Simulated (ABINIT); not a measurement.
# SnTe (Pm-3m) in ABINIT: settings compared

Aim: see how the results for SnTe move with the level of theory and the settings. Levels: LDA, PBEsol, BLYP, AM05. Tasks: equation of state.

Everything below comes from runs of ABINIT 10.8.3 (patched build). Logs are shortened: lines on timing, memory, paths and dates and some standing lists are left out, and cuts for length are marked. The log counts tension as positive stress, the text compression.

### Step 1. Starting point

Symmetry: Pm-3m, No. 221, cubic system. The conventional cell has a = 3.905 Å, b = 3.905 Å, c = 3.905 Å, α = 90.00°, β = 90.00°, γ = 90.00°. Te (site symmetry m-3m) is surrounded by 8 Sn at 3.38 Å. Around Sn (site symmetry m-3m) lie 8 Te at 3.38 Å.

Measurements of this composition are mostly on another form, of space group No. 225.

### Step 2. Equation of state, LDA

run.abi

```
# Datasets: one volume each
ndtset 7
getwfk -1
scalecart1 3*0.9795861087
scalecart2 3*0.9864848297
scalecart3 3*0.9932883884
scalecart4 3*1.0000000000
scalecart5 3*1.0066227096
scalecart6 3*1.0131594038
scalecart7 3*1.0196128224

# Pseudopotentials
pp_dirpath "./"
pseudos "Te.GGA_PBE-JTH.xml, Sn.GGA_PBE-JTH.xml"

# Structure
acell 3.9047 3.9047 3.9047 Angstrom
rprim
     1.0000000000     0.0000000000     0.0000000000
     0.0000000000     1.0000000000     0.0000000000
     0.0000000000     0.0000000000     1.0000000000
ntypat 2
znucl 52 50
natom 2
typat 1 2
xred
     0.5000000000     0.5000000000     0.5000000000
     0.0000000000     0.0000000000     0.0000000000

# Plane-wave basis
ecut 26.0
pawecutdg 48.0

# k points
kptopt 1
ngkpt 7 7 7
nshiftk 1
shiftk 0.0 0.0 0.0

# Exchange and correlation
ixc 7

# Bands and occupations
nband 14
occopt 3
tsmear 0.00183747

# SCF cycle
nstep 100
tolvrs 1.0e-9

# Output
iomode 3
prtwf 1
prtden 0
prteig 0
prtebands 0
enunit 2
```

Potentials or basis: JTH PAW PBE v2.0.

The run is started by

```bash
> abinit run.abi > log 2>&1
```

run.abo:

```text
.Version 10.8.3 of ABINIT
 DATASET    1 : space group Pm -3 m (#221); Bravais cP (primitive cubic)
================================================================================
 Values of the parameters that define the memory need for DATASET  1.
     intxc =       0    ionmov =       0      iscf =      17    lmnmax =      18
     lnmax =       6     mgfft =      36  mpssoang =       3    mqgrid =    3001
     natom =       2  nloc_mem =       2    nspden =       1   nspinor =       1
    nsppol =       1      nsym =      48    n1xccc =       1    ntypat =       2
    occopt =       3   xclevel =       1
       mpw =        2417          nfft =       46656          nkpt =          20
 PAW method is used; the additional fine FFT grid is defined by:
   mgfftf=        48    nfftf =    110592
================================================================================
================================================================================
[... 71 lines left out ...]
 DATASET    7 : space group Pm -3 m (#221); Bravais cP (primitive cubic)
================================================================================
 Values of the parameters that define the memory need for DATASET  7.
     intxc =       0    ionmov =       0      iscf =      17    lmnmax =      18
     lnmax =       6     mgfft =      36  mpssoang =       3    mqgrid =    3001
     natom =       2  nloc_mem =       2    nspden =       1   nspinor =       1
    nsppol =       1      nsym =      48    n1xccc =       1    ntypat =       2
    occopt =       3   xclevel =       1
       mpw =        2718          nfft =       46656          nkpt =          20
 PAW method is used; the additional fine FFT grid is defined by:
   mgfftf=        48    nfftf =    110592
================================================================================
================================================================================

--------------------------------------------------------------------------------
------------- Echo of variables that govern the present computation ------------
--------------------------------------------------------------------------------
 -outvars: echo values of preprocessed input variables --------
            acell      7.3788136038E+00  7.3788136038E+00  7.3788136038E+00 Bohr
              amu      1.27600000E+02  1.18710000E+02
             ecut      2.60000000E+01 Hartree
           enunit           2
           getwfk          -1
              ixc           7
           jdtset        1    2    3    4    5    6    7
         kptrlatt        7    0    0      0    7    0      0    0    7
          kptrlen1     5.05972831E+01
          kptrlen2     5.09536138E+01
          kptrlen3     5.13050291E+01
          kptrlen4     5.16516952E+01
          kptrlen5     5.19937694E+01
          kptrlen6     5.23314007E+01
          kptrlen7     5.26647308E+01
            natom           2
            nband          14
           ndtset           7
            ngfft          36      36      36
          ngfftdg          48      48      48
             nkpt          20
            nstep         100
             nsym          48
           ntypat           2
           occopt           3
        pawecutdg      4.80000000E+01 Hartree
           prtden           0
        prtebands           0
           prteig           0
            rprim1     9.7958610870E-01  0.0000000000E+00  0.0000000000E+00
                       0.0000000000E+00  9.7958610870E-01  0.0000000000E+00
                       0.0000000000E+00  0.0000000000E+00  9.7958610870E-01
            rprim2     9.8648482970E-01  0.0000000000E+00  0.0000000000E+00
                       0.0000000000E+00  9.8648482970E-01  0.0000000000E+00
                       0.0000000000E+00  0.0000000000E+00  9.8648482970E-01
            rprim3     9.9328838840E-01  0.0000000000E+00  0.0000000000E+00
                       0.0000000000E+00  9.9328838840E-01  0.0000000000E+00
                       0.0000000000E+00  0.0000000000E+00  9.9328838840E-01
            rprim4     1.0000000000E+00  0.0000000000E+00  0.0000000000E+00
                       0.0000000000E+00  1.0000000000E+00  0.0000000000E+00
                       0.0000000000E+00  0.0000000000E+00  1.0000000000E+00
            rprim5     1.0066227096E+00  0.0000000000E+00  0.0000000000E+00
                       0.0000000000E+00  1.0066227096E+00  0.0000000000E+00
                       0.0000000000E+00  0.0000000000E+00  1.0066227096E+00
            rprim6     1.0131594038E+00  0.0000000000E+00  0.0000000000E+00
                       0.0000000000E+00  1.0131594038E+00  0.0000000000E+00
                       0.0000000000E+00  0.0000000000E+00  1.0131594038E+00
            rprim7     1.0196128224E+00  0.0000000000E+00  0.0000000000E+00
                       0.0000000000E+00  1.0196128224E+00  0.0000000000E+00
                       0.0000000000E+00  0.0000000000E+00  1.0196128224E+00
          spgroup         221
           tolvrs      1.00000000E-09
           tsmear      1.83747000E-03 Hartree
            typat      1  2
           useylm           1
           xangst1     1.9124949393E+00  1.9124949393E+00  1.9124949393E+00
                       0.0000000000E+00  0.0000000000E+00  0.0000000000E+00
           xangst2     1.9259636573E+00  1.9259636573E+00  1.9259636573E+00
                       0.0000000000E+00  0.0000000000E+00  0.0000000000E+00
           xangst3     1.9392465851E+00  1.9392465851E+00  1.9392465851E+00
                       0.0000000000E+00  0.0000000000E+00  0.0000000000E+00
           xangst4     1.9523500000E+00  1.9523500000E+00  1.9523500000E+00
                       0.0000000000E+00  0.0000000000E+00  0.0000000000E+00
           xangst5     1.9652798471E+00  1.9652798471E+00  1.9652798471E+00
                       0.0000000000E+00  0.0000000000E+00  0.0000000000E+00
           xangst6     1.9780417620E+00  1.9780417620E+00  1.9780417620E+00
                       0.0000000000E+00  0.0000000000E+00  0.0000000000E+00
           xangst7     1.9906410938E+00  1.9906410938E+00  1.9906410938E+00
                       0.0000000000E+00  0.0000000000E+00  0.0000000000E+00
            xcart1     3.6140916525E+00  3.6140916525E+00  3.6140916525E+00
                       0.0000000000E+00  0.0000000000E+00  0.0000000000E+00
            xcart2     3.6395438407E+00  3.6395438407E+00  3.6395438407E+00
                       0.0000000000E+00  0.0000000000E+00  0.0000000000E+00
            xcart3     3.6646449364E+00  3.6646449364E+00  3.6646449364E+00
                       0.0000000000E+00  0.0000000000E+00  0.0000000000E+00
            xcart4     3.6894068019E+00  3.6894068019E+00  3.6894068019E+00
                       0.0000000000E+00  0.0000000000E+00  0.0000000000E+00
            xcart5     3.7138406718E+00  3.7138406718E+00  3.7138406718E+00
                       0.0000000000E+00  0.0000000000E+00  0.0000000000E+00
            xcart6     3.7379571958E+00  3.7379571958E+00  3.7379571958E+00
                       0.0000000000E+00  0.0000000000E+00  0.0000000000E+00
            xcart7     3.7617664823E+00  3.7617664823E+00  3.7617664823E+00
                       0.0000000000E+00  0.0000000000E+00  0.0000000000E+00
             xred      5.0000000000E-01  5.0000000000E-01  5.0000000000E-01
                       0.0000000000E+00  0.0000000000E+00  0.0000000000E+00
            znucl       52.00000   50.00000

================================================================================

 chkinp: Checking input parameters for consistency, jdtset=   1.

 chkinp: Checking input parameters for consistency, jdtset=   2.
[... 40 lines left out ...]
 getcut: wavevector=  0.0000  0.0000  0.0000  ngfft=  48  48  48
         ecut(hartree)=     48.000   => boxcut(ratio)=   2.12925

--- Pseudopotential description ------------------------------------------------
- pspini: atom type   1  psp file is ./Te.GGA_PBE-JTH.xml
 Pseudopotential format is: paw10
 basis_size (lnmax)=  4 (lmn_size=  8), orbitals=   0   0   1   1
 Spheres core radius: rc_sph= 2.31107438
 Shapefunction is SIN type: shapef(r)=[sin(pi*r/rshp)/(pi*r/rshp)]**2
 Radius for shape functions =  2.10488624
 Compensation charge density is not taken into account in XC energy/potential

- pspini: atom type   2  psp file is ./Sn.GGA_PBE-JTH.xml
 Pseudopotential format is: paw10
 basis_size (lnmax)=  6 (lmn_size= 18), orbitals=   0   0   1   1   2   2
 Spheres core radius: rc_sph= 2.51086398
 Shapefunction is BESSEL type: shapef(r,l)=aa(1,l)*jl(q(1,l)*r)+aa(2,l)*jl(q(2,l)*r)
 Radius for shape functions =  1.40702157
 Compensation charge density is not taken into account in XC energy/potential

   2.71771569E+03                                ecore*ucvol(ha*bohr**3)
--------------------------------------------------------------------------------

[... 1292 lines left out ...]
-Cartesian components of stress tensor (GPa)         [Pressure= -6.2250E+00 GPa]
- sigma(1 1)=  6.22504877E+00  sigma(3 2)=  0.00000000E+00
- sigma(2 2)=  6.22504877E+00  sigma(3 1)=  0.00000000E+00
- sigma(3 3)=  6.22504877E+00  sigma(2 1)=  0.00000000E+00

== END DATASET(S) ==============================================================
================================================================================

 -outvars: echo values of variables after computation  --------
            acell      7.3788136038E+00  7.3788136038E+00  7.3788136038E+00 Bohr
           etotal1    -7.8272004157E+01
           etotal2    -7.8271169563E+01
           etotal3    -7.8270126897E+01
           etotal4    -7.8268909193E+01
           etotal5    -7.8267539722E+01
           etotal6    -7.8266053958E+01
           etotal7    -7.8264466968E+01
            fcart1    -0.0000000000E+00 -0.0000000000E+00 -0.0000000000E+00
                      -0.0000000000E+00 -0.0000000000E+00 -0.0000000000E+00
            fcart2    -0.0000000000E+00 -0.0000000000E+00 -0.0000000000E+00
                      -0.0000000000E+00 -0.0000000000E+00 -0.0000000000E+00
            fcart3    -0.0000000000E+00 -0.0000000000E+00 -0.0000000000E+00
                      -0.0000000000E+00 -0.0000000000E+00 -0.0000000000E+00
            fcart4    -0.0000000000E+00 -0.0000000000E+00 -0.0000000000E+00
                      -0.0000000000E+00 -0.0000000000E+00 -0.0000000000E+00
            fcart5    -0.0000000000E+00 -0.0000000000E+00 -0.0000000000E+00
                      -0.0000000000E+00 -0.0000000000E+00 -0.0000000000E+00
[... 38 lines left out ...]
                       0.0000000000E+00  0.0000000000E+00  0.0000000000E+00
           xangst1     1.9124949393E+00  1.9124949393E+00  1.9124949393E+00
                       0.0000000000E+00  0.0000000000E+00  0.0000000000E+00
           xangst2     1.9259636573E+00  1.9259636573E+00  1.9259636573E+00
                       0.0000000000E+00  0.0000000000E+00  0.0000000000E+00
           xangst3     1.9392465851E+00  1.9392465851E+00  1.9392465851E+00
                       0.0000000000E+00  0.0000000000E+00  0.0000000000E+00
           xangst4     1.9523500000E+00  1.9523500000E+00  1.9523500000E+00
                       0.0000000000E+00  0.0000000000E+00  0.0000000000E+00
           xangst5     1.9652798471E+00  1.9652798471E+00  1.9652798471E+00
                       0.0000000000E+00  0.0000000000E+00  0.0000000000E+00
           xangst6     1.9780417620E+00  1.9780417620E+00  1.9780417620E+00
                       0.0000000000E+00  0.0000000000E+00  0.0000000000E+00
           xangst7     1.9906410938E+00  1.9906410938E+00  1.9906410938E+00
                       0.0000000000E+00  0.0000000000E+00  0.0000000000E+00
             xred      5.0000000000E-01  5.0000000000E-01  5.0000000000E-01
                       0.0000000000E+00  0.0000000000E+00  0.0000000000E+00
 Calculation completed.
```

Wall time 1.9 min (1 thread of Arm Neoverse V2, shared host); peak memory 0.14 GiB.

What came out:

| Property | Result |
| --- | --- |
| Equilibrium volume | 26.58 Å³/atom (rough: see the caveat) |
| Bulk modulus | 60 GPa (rough) |

Energy against volume, from the lowest point:
| volume (Å³/atom) | energy (meV/atom) |
| --- | --- |
| 27.981 | 0.00 |
| 28.576 | 11.36 |
| 29.172 | 25.54 |
| 29.767 | 42.11 |
| 30.362 | 60.74 |
| 30.958 | 80.96 |
| 31.553 | 102.55 |

Caveat: pressures at fixed basis lie under the slope of the energies; the minimum lies outside the volumes run; the PAW data sets were made with another functional, which shifts forces and pressure a little. The run has no spin-orbit coupling, so splittings on Te are missing.

### Step 3. Equation of state, PBEsol

Changes to run.abi since step 2:

```diff
@@ -32,2 +32,3 @@
 pawecutdg 48.0
+pawxcdev 0
 
@@ -40,3 +41,3 @@
 # Exchange and correlation
-ixc 7
+ixc -116133
```

Potentials or basis: JTH PAW PBE v2.0.

The run is started by

```bash
> abinit run.abi > log 2>&1
```

Run time: 2.4 min. Hardware: 1 thread of Arm Neoverse V2, shared host; peak memory 0.16 GiB.

It converged, with:

```yaml
Equilibrium_volume: "27.12 Å³/atom (rough: see the caveat)"
Bulk_modulus: 56 GPa (rough)
```

Energy against volume, from the lowest point:
| volume (Å³/atom) | energy (meV/atom) |
| --- | --- |
| 27.981 | 0.00 |
| 28.576 | 7.58 |
| 29.172 | 18.18 |
| 29.767 | 31.31 |
| 30.362 | 46.66 |
| 30.958 | 63.73 |
| 31.553 | 82.26 |

Caveat: pressures at fixed basis lie under the slope of the energies; the minimum lies outside the volumes run; the PAW data sets were made with another functional, which shifts forces and pressure a little. The run has no spin-orbit coupling, so splittings on Te are missing.

### Step 4. Equation of state, BLYP

Changes to run.abi since step 3:

```diff
@@ -41,3 +41,3 @@
 # Exchange and correlation
-ixc -116133
+ixc -106131
```

The run is started by

```bash
> abinit run.abi > log 2>&1
```

Wall time 2.3 min (1 thread of Arm Neoverse V2, shared host); peak memory 0.16 GiB.

It converged, with:

* Equilibrium volume: 33.60 Å³/atom (rough: see the caveat)
* Bulk modulus: 24 GPa (rough)

Energy against volume, from the lowest point:
| volume (Å³/atom) | energy (meV/atom) |
| --- | --- |
| 27.981 | 89.67 |
| 28.576 | 66.32 |
| 29.172 | 46.84 |
| 29.767 | 30.79 |
| 30.362 | 17.85 |
| 30.958 | 7.63 |
| 31.553 | 0.00 |

Caveat: pressures at fixed basis lie under the slope of the energies; the minimum lies outside the volumes run; the PAW data sets were made with another functional, which shifts forces and pressure a little. Spin-orbit coupling is left out, which matters for the levels of Te.

### Step 5. Equation of state, AM05

Changes to run.abi since step 4:

```diff
@@ -41,3 +41,3 @@
 # Exchange and correlation
-ixc -106131
+ixc -120135
```

The run is started by

```bash
> abinit run.abi > log 2>&1
```

Wall time 2.4 min (1 thread of Arm Neoverse V2, shared host); peak memory 0.16 GiB.

The run converged. Its results:

* Equilibrium volume: 27.05 Å³/atom (rough: see the caveat)
* Bulk modulus: 55 GPa (rough)

Energy against volume, from the lowest point:
```csv
volume (Å³/atom),energy (meV/atom)
27.981,0.00
28.576,7.77
29.172,18.38
29.767,31.36
30.362,46.39
30.958,62.98
31.553,80.87
```

Caveat: pressures at fixed basis lie under the slope of the energies; the minimum lies outside the volumes run; the PAW data sets were made with another functional, which shifts forces and pressure a little. The run has no spin-orbit coupling, so splittings on Te are missing.
